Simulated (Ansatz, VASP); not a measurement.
**HfB2 in VASP and in Ansatz**

```
CELL_PARAMETERS angstrom
3.14000 0.00000 0.00000
-1.57000 2.71932 0.00000
0.00000 0.00000 3.48000
ATOMIC_POSITIONS crystal
Hf 0.00000 0.00000 0.00000
B 0.33333 0.66667 0.50000
B 0.66667 0.33333 0.50000
```

Alike in both runs: functional PBE; k mesh 17 × 17 × 13; occupations fermi-dirac, width 0.05 eV; no spin polarisation.

Ansatz relaxed the structure, and its values are those at the end. VASP's run is a single point on that final structure, the one shown.

|  | VASP | Ansatz |
| --- | --- | --- |
| version | VASP 6.6.1 | Ansatz 0.2.0 |
| potentials or method | VASP PAW PBE potentials, release 64 (Hf_pv, B) | plane-wave PAW, scalar-relativistic |
| plane-wave cutoff (eV) | 520 | 420 |
| valence electrons in the cell | 16 | 32 |

```csv
,VASP,Ansatz,Ansatz less VASP
pressure (GPa),1.0,1.3,+0.37
```

With one functional, cell and mesh, what is left measures potentials, basis and numerics. The two sets of potentials don't hold the same shells in valence. Ansatz warned: «gradients_without_spin_orbit».

Spin-orbit coupling is left out, which matters for the levels of Hf.
